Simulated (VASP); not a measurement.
# AlN in VASP: one cell, several levels of theory, part 2 of 2

The system is AlN, a lower-symmetry cell derived from the rocksalt prototype, a generated structure that needn't be the ground state.

VASP 6.6.1, plane waves, PAW. Earlier steps stand in the parts before.

## 3. r2SCAN at this geometry

The input, INCAR:

```
ENCUT = 520.000000
SIGMA = 0.010000
EDIFF = 1.00e-07
ALGO = Normal
METAGGA = R2SCAN
PREC = Accurate
IBRION = -1
ISIF = 2
ISMEAR = 0
NBANDS = 11
NELM = 120
NSW = 0
LASPH = .TRUE.
LCHARG = .FALSE.
LWAVE = .FALSE.
LREAL = .FALSE.
```

The input, KPOINTS:

```
KPOINTS created by Atomic Simulation Environment
0
Gamma
10 10 10
0 0 0
```

The input, KPOINTS_OPT:

```
special points
7
Reciprocal
0.0000000000 0.0000000000 0.0000000000 1
0.5000000000 0.0000000000 0.5000000000 1
0.6250000000 0.2500000000 0.6250000000 1
0.3750000000 0.3750000000 0.7500000000 1
0.5000000000 0.5000000000 0.5000000000 1
0.5000000000 0.2500000000 0.7500000000 1
0.0000000000 0.5000000000 0.5000000000 1
```

The input, POSCAR:

```
Al N
 1.0000000000000000
     0.0000000000000000    2.0188684453999999    2.0794344988000000
     2.0188684453999999    0.0000000000000000    2.0794344988000000
     2.0188684453999999    2.0188684453999999    0.0000000000000000
 Al  N
   1   1
Cartesian
  0.0000000000000000  0.0000000000000000  0.0000000000000000
  2.0188684453999999  2.0188684453999999  2.0794344988000000
```

Launch:

```sh
$ mpirun -np 1 vasp_std
```

Printed to the terminal (iteration lines stand in OSZICAR):

```text
POSCAR found type information on POSCAR AlN
 POSCAR found :  2 types and       2 ions
 -----------------------------------------------------------------------------
|                                                                             |
|                                                                             |
|     You enforced a specific xc type in the INCAR file but a different       |
|     I HOPE YOU KNOW WHAT YOU ARE DOING!                                     |
|                                                                             |
 -----------------------------------------------------------------------------

 LDA part: xc-table for (None), standard interpolation
 POSCAR, INCAR and KPOINTS ok, starting setup
 FFT: planning ... GRIDC
 FFT: planning ... GRID_SOFT
 FFT: planning ... GRID
 WAVECAR not read
 entering main loop
 Start KPOINTS_OPT (optional k-point list driver)
k-point batch [1-7\7]
```

OSZICAR:

```text
N       E                     dE             d eps       ncg     rms          rms(c)
DAV:   1     0.451889293387E+01    0.45189E+01   -0.39330E+03  2316   0.629E+02
DAV:   2    -0.217857921751E+02   -0.26305E+02   -0.25178E+02  2711   0.142E+02
DAV:   3    -0.225379136912E+02   -0.75212E+00   -0.75102E+00  2722   0.223E+01
DAV:   4    -0.225413900803E+02   -0.34764E-02   -0.34761E-02  2538   0.160E+00
DAV:   5    -0.225414259240E+02   -0.35844E-04   -0.35843E-04  2681   0.154E-01    0.779E+00
DAV:   6    -0.187957151357E+02    0.37457E+01   -0.55887E+00  2424   0.124E+01    0.342E+00
DAV:   7    -0.188573473289E+02   -0.61632E-01   -0.36961E-01  2556   0.431E+00    0.201E+00
DAV:   8    -0.188759048242E+02   -0.18557E-01   -0.39063E-02  2385   0.150E+00    0.315E-01
DAV:   9    -0.188755319045E+02    0.37292E-03   -0.19905E-03  2631   0.286E-01    0.108E-01
DAV:  10    -0.188756962117E+02   -0.16431E-03   -0.27466E-04  2505   0.133E-01    0.558E-02
DAV:  11    -0.188757009248E+02   -0.47131E-05   -0.54050E-05  2670   0.421E-02    0.875E-03
DAV:  12    -0.188756999434E+02    0.98137E-06   -0.13468E-06  2511   0.117E-02    0.221E-03
DAV:  13    -0.188757003534E+02   -0.41001E-06   -0.64533E-07  2592   0.445E-03    0.107E-03
DAV:  14    -0.188757004086E+02   -0.55214E-07   -0.22919E-08  1311   0.128E-03
   1 F= -.18875700E+02 E0= -.18875700E+02  d E =-.347581-155
       N       E                     dE             ncg
DAV:   1     0.112339560236E+04   -0.19201E+04      154
DAV:   2     0.941900641438E+03   -0.18149E+03      195
DAV:   3     0.936133509549E+03   -0.57671E+01      198
DAV:   4     0.936094753546E+03   -0.38756E-01      187
DAV:   5     0.936094239550E+03   -0.51400E-03      209
DAV:   6     0.936094232394E+03   -0.71560E-05      203
DAV:   7     0.936094232326E+03   -0.68583E-07      190
```

OUTCAR, selected sections:

```text
k-points           NKPTS =    102   k-points in BZ     NKDIM =    102   number of bands    NBANDS=     11

   NELECT =       8.0000    total number of electrons

   dimension x,y,z NGX =    24 NGY =   24 NGZ =   24
   dimension x,y,z NGXF=    48 NGYF=   48 NGZF=   48

  energy-cutoff  :      520.00
  volume of cell :       16.95
      direct lattice vectors                 reciprocal lattice vectors
     0.000000000  2.018868445  2.079434499    -0.247663488  0.247663488  0.240449988
     2.018868445  0.000000000  2.079434499     0.247663488 -0.247663488  0.240449988
     2.018868445  2.018868445  0.000000000     0.247663488  0.247663488 -0.240449988

 k-points in reciprocal lattice and weights: KPOINTS created by Atomic Simulation Env
   0.00000000  0.00000000  0.00000000       0.001
   0.10000000  0.00000000  0.00000000       0.008
   0.20000000  0.00000000  0.00000000       0.008
   0.30000000  0.00000000  0.00000000       0.008
   0.40000000  0.00000000  0.00000000       0.008
   0.50000000 -0.00000000  0.00000000       0.004
   0.10000000  0.10000000  0.00000000       0.002
   0.20000000  0.10000000  0.00000000       0.008
[... 94 more k-points ...]

 E-fermi :   9.7717

 k-point     1 :       0.0000    0.0000    0.0000
  band No.  band energies     occupation
      1      -8.7228      2.00000
      2       9.3757      2.00000
      3       9.3757      2.00000
      4       9.5858      2.00000
      5      15.5715      0.00000
      6      22.0096      0.00000
      7      22.4216      0.00000
      8      22.4216      0.00000
      9      27.3637      0.00000
     10      28.0042      0.00000
     11      28.3207      0.00000

 k-point     2 :       0.1000    0.0000    0.0000
  band No.  band energies     occupation
      1      -8.5192      2.00000
      2       8.4085      2.00000
      3       9.2663      2.00000
      4       9.3849      2.00000
      5      16.2207      0.00000
      6      21.4423      0.00000
      7      22.4473      0.00000
      8      22.7414      0.00000
      9      25.9893      0.00000
     10      26.8092      0.00000
     11      28.8100      0.00000

 k-point     3 :       0.2000    0.0000    0.0000
  band No.  band energies     occupation
      1      -7.9299      2.00000
      2       6.2506      2.00000
      3       8.9983      2.00000
      4       9.0356      2.00000
      5      16.9287      0.00000
      6      20.9929      0.00000
      7      22.5138      0.00000
      8      23.0631      0.00000
      9      25.6578      0.00000
     10      26.0324      0.00000
     11      28.1611      0.00000

 k-point     4 :       0.3000    0.0000    0.0000
  band No.  band energies     occupation
      1      -7.0367      2.00000
      2       3.9160      2.00000
      3       8.6553      2.00000
      4       8.6982      2.00000
      5      16.7037      0.00000
      6      21.7182      0.00000
      7      22.0107      0.00000
      8      22.4073      0.00000
      9      27.1675      0.00000
     10      27.4219      0.00000
     11      27.5142      0.00000

 k-point     5 :       0.4000    0.0000    0.0000
  band No.  band energies     occupation
      1      -6.0684      2.00000
      2       1.9885      2.00000
      3       8.3767      2.00000
      4       8.4760      2.00000
      5      16.3126      0.00000
      6      21.0847      0.00000
      7      21.7334      0.00000
      8      23.1983      0.00000
      9      26.7665      0.00000
     10      29.7069      0.00000
     11      29.7749      0.00000

 k-point     6 :       0.5000   -0.0000    0.0000
  band No.  band energies     occupation
      1      -5.5840      2.00000
      2       1.1709      2.00000
      3       8.2760      2.00000
      4       8.3953      2.00000
      5      16.1630      0.00000
      6      20.8543      0.00000
      7      21.4876      0.00000
      8      23.6696      0.00000
      9      26.6462      0.00000
     10      31.1398      0.00000
     11      31.2040      0.00000

 k-point     7 :       0.1000    0.1000    0.0000
  band No.  band energies     occupation
      1      -8.4636      2.00000
      2       8.5976      2.00000
      3       9.0413      2.00000
      4       9.0413      2.00000
      5      16.5204      0.00000
      6      20.6783      0.00000
      7      23.0603      0.00000
      8      23.0603      0.00000
      9      24.1273      0.00000
     10      28.6299      0.00000
     11      30.0482      0.00000

 k-point     8 :       0.2000    0.1000    0.0000
  band No.  band energies     occupation
      1      -8.0149      2.00000
      2       6.9500      2.00000
      3       8.6980      2.00000
      4       8.8152      2.00000
      5      17.4070      0.00000
      6      19.9851      0.00000
      7      22.1840      0.00000
      8      23.6357      0.00000
      9      24.2215      0.00000
     10      27.9255      0.00000
     11      29.8617      0.00000

 k-point     9 :       0.3000    0.1000    0.0000
  band No.  band energies     occupation
      1      -7.2294      2.00000
      2       4.7679      2.00000
      3       8.3657      2.00000
      4       8.3836      2.00000
      5      17.5130      0.00000
      6      20.7565      0.00000
      7      20.9331      0.00000
      8      23.3846      0.00000
      9      25.7748      0.00000
     10      28.5362      0.00000
     11      29.0675      0.00000

 k-point    10 :       0.4000    0.1000    0.0000
  band No.  band energies     occupation
      1      -6.2672      2.00000
      2       2.7302      2.00000
      3       7.8780      2.00000
      4       8.2027      2.00000
      5      17.1602      0.00000
      6      20.1266      0.00000
      7      22.4220      0.00000
      8      22.5949      0.00000
      9      27.5136      0.00000
     10      28.6450      0.00000
     11      30.4004      0.00000

 k-point    11 :       0.5000    0.1000    0.0000
  band No.  band energies     occupation
      1      -5.5453      2.00000
      2       1.4729      2.00000
      3       7.5330      2.00000
      4       8.2031      2.00000
      5      16.9649      0.00000
      6      19.9238      0.00000
      7      22.0154      0.00000
      8      23.4632      0.00000
      9      27.8807      0.00000
     10      29.8856      0.00000
     11      31.4270      0.00000

[... the tables of k-points 12 to 102 left out ...]

  Total       -0.6175493     -0.6175493     -1.3292952      0.0000000      0.0000000     -0.0000000
  in kB      -58.3701634    -58.3701634   -125.6437036      0.0000000      0.0000000     -0.0000000
  external PRESSURE =     -80.7946768 kB  Pullay stress =       0.0000000 kB

 POSITION                                       TOTAL-FORCE (eV/Angst)
 -----------------------------------------------------------------------------------
      0.00000      0.00000      0.00000        -0.000000      0.000000      0.000000
      2.01887      2.01887      2.07943         0.000000     -0.000000     -0.000000
 -----------------------------------------------------------------------------------
    total drift:                               -0.000000     -0.000000      0.000000

  FREE ENERGIE OF THE ION-ELECTRON SYSTEM (eV)
  ---------------------------------------------------
  free  energy   TOTEN  =       -18.8757004086 eV

  energy  without entropy=      -18.8757004086  energy(sigma->0) =      -18.87570041
```

It took 44 s on 1 MPI rank of Intel Xeon Platinum 8488C, shared host; peak memory 0.16 GiB.

The levels at the points of KPOINTS_OPT are read from vasprun.xml.

Levels at the named points, in eV from the top of band v (v: the last filled band by count, c: the next):

| point | v−1 | v | c | c+1 |
| --- | --- | --- | --- | --- |
| Γ | -0.21 | 0.00 | 5.99 | 12.42 |
| X | -3.23 | -2.84 | 5.01 | 5.80 |
| U | -5.55 | -2.53 | 6.30 | 9.75 |
| K | -5.58 | -2.34 | 6.61 | 10.06 |
| L | -1.31 | -1.19 | 6.58 | 11.27 |
| W | -5.75 | -4.11 | 8.70 | 11.33 |

Gap with r2SCAN: 5.01 eV, valence top at Γ, conduction bottom at X. Least direct gap: 5.99 eV. Pressure: -8.08 GPa; the forces vanish within 0.01 eV/Å.

## 4. What came out

The summary covers parts 1 to 2.

| level | gap (eV) | pressure (GPa) |
| --- | --- | --- |
| PBE | 4.15 | -1.19 |
| r2SCAN | 5.01 | -8.08 |

In words: The gap spans 4.15 eV (PBE) to 5.01 eV (r2SCAN). The pressure is highest with PBE (-1.2 GPa) and lowest with r2SCAN (-8.1 GPa), which orders the cells that they would relax to.
